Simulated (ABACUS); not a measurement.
Set up this calculation in ABACUS 3.10.1, as an ASE script.

```yaml
Task: single point
Functional: BP86
Potentials_or_basis: PseudoDojo NC SR 0.4.1 PBE standard
Cutoff: 1211 eV
Density_cutoff: 4844 eV
Basis: plane waves
k_mesh: 10 × 10 × 10
Occupations: fermi-dirac, width 0.05 eV
Spin: no spin polarisation
Radial_cutoff_of_the_potentials_pseudo_rcut: 10 bohr
SCF_threshold_on_the_density: 1e-08
Max_SCF_steps: 100
Eigensolver: dav
Mixing: broyden
Mixing_share: 0.7
Symmetry_key: 1
```

The structure of Rh lies in Rh.cif:

```cif
data_Rh
_cell_length_a 2.68396521
_cell_length_b 2.68396521
_cell_length_c 2.68396521
_cell_angle_alpha 60.00000000
_cell_angle_beta 60.00000000
_cell_angle_gamma 60.00000000
_space_group_name_H-M_alt 'P1'
_space_group_name_Hall 'P 1'
_space_group_IT_number 1
loop_
_space_group_symop_operation_xyz
'x,y,z'
loop_
_atom_site_label
_atom_site_type_symbol
_atom_site_symmetry_multiplicity
_atom_site_Wyckoff_symbol
_atom_site_fract_x
_atom_site_fract_y
_atom_site_fract_z
_atom_site_occupancy
Rh1 Rh 1 a 0.0000000000 0.0000000000 0.0000000000 1
```

One way to write it, as run:

run_abacus.py

```python
"""ABACUS run from a structure file: ASE reads it, the script writes STRU, KPT and INPUT."""
import re
import subprocess
from ase.io import read
from ase.units import Bohr

atoms = read("Rh.cif")
atoms = atoms[(-atoms.numbers).argsort(kind="stable")]  # ABACUS lists atoms element by element
pseudo = {'Rh': 'Rh.upf'}
orbital = {}
magmoms = None
kmesh = [10, 10, 10]
params = {
    'suffix': 'Rh',
    'calculation': 'scf',
    'basis_type': 'pw',
    'pseudo_dir': './',
    'symmetry': 1,
    'dft_functional': 'GGA_X_B88+GGA_C_P86',
    'ecutwfc': 89,
    'pseudo_rcut': 10,
    'nspin': 1,
    'nbands': 19,
    'ks_solver': 'dav',
    'smearing_method': 'fd',
    'smearing_sigma': 0.00367493,
    'scf_thr': 1e-08,
    'scf_nmax': 100,
    'mixing_type': 'broyden',
    'mixing_beta': 0.7,
    'cal_force': 1,
    'cal_stress': 1,
    'out_chg': 1,
    'kpar': 4,
}

symbols = atoms.get_chemical_symbols()
elements = list(dict.fromkeys(symbols))
lines = ["ATOMIC_SPECIES"] + [f"{e} {atoms.get_masses()[symbols.index(e)]:.4f} {pseudo[e]}" for e in elements]
if orbital:
    lines += ["", "NUMERICAL_ORBITAL"] + [orbital[e] for e in elements]
lines += ["", "LATTICE_CONSTANT", f"{1 / Bohr:.10f}", "", "LATTICE_VECTORS"]
lines += [" ".join(f"{x:.10f}" for x in v) for v in atoms.cell]
lines += ["", "ATOMIC_POSITIONS", "Direct"]
for e in elements:
    lines += ["", e, "0.0", str(symbols.count(e))]
    for i, p in enumerate(atoms.get_scaled_positions(wrap=False)):
        if symbols[i] == e:
            mag = "" if magmoms is None else " mag " + " ".join(str(x) for x in (magmoms[i] if isinstance(magmoms[i], list) else [magmoms[i]]))
            lines.append(" ".join(f"{x:.10f}" for x in p) + " 1 1 1" + mag)
open("STRU", "w").write("\n".join(lines) + "\n")
open("KPT", "w").write("K_POINTS\n0\nGamma\n%d %d %d 0 0 0\n" % tuple(kmesh))
open("INPUT", "w").write("INPUT_PARAMETERS\n" + "".join(f"{k:<20s}{v}\n" for k, v in params.items()))

done = subprocess.run(['mpirun', '-np', '4', 'abacus'])
if done.returncode:
    raise SystemExit(done.returncode)
log = open("OUT.Rh/running_scf.log").read()
print("final energy (eV):", re.findall(r"FINAL_ETOT_IS (\S+)", log))
```

Potentials or basis: PseudoDojo NC SR 0.4.1 PBE standard, plane waves.

The run is started by

```bash
$ OMP_NUM_THREADS=1 python run_abacus.py > log
```

It gave:

The pressure is 9.4 GPa and the band gap on the k mesh is none (metal or under the smearing width).

Caveat: the potentials were made for another functional, which shifts forces and pressure.

Wall time 3.8 s on 4 MPI ranks on Intel(R) Xeon(R) Platinum 8488C (Sapphire Rapids), on a shared host, peak memory 0.36 GiB a rank.
